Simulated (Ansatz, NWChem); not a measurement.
**Appearance energy of a fragment ion: C7H16 → [C3H7]+ + C4H9 + e⁻**

Species: C7H16 `CCCCC(C)C`, singlet; [C3H7]+ `C[CH+]C`, singlet; C4H9 `[CH2]CCC`, doublet. 

Shapes, held fixed at every level: PBE0-D4/def2-TZVP. Flexible molecules stand in one conformer, not always the lowest. Programs: Ansatz 0.2.0, NWChem 7.3.0. Electronic energies: no zero-point or thermal term.

```csv
level,kind,ΔE (eV)
HF/def2-SVP,Hartree–Fock,+9.67
HF/def2-TZVPP,Hartree–Fock,+9.47
PBE-D4/def2-TZVPP,GGA,+11.08
B3LYP/6-31G* (Cartesian functions),global hybrid,+10.92
r2SCAN0-D4/def2-TZVPP,global hybrid,+11.08
wB97M-V/def2-TZVPP,range-separated hybrid,+11.23
MP2/def2-TZVPP,perturbation theory,+11.61
```

MP2/def2-TZVPP gives ΔE = +11.61 eV; the levels span +9.47 to +11.61. The median of the levels is +11.08. No measured value is set beside it here. Open shells run unrestricted unless RO is named. The onset seen in experiment also holds zero-point changes and kinetic shifts.
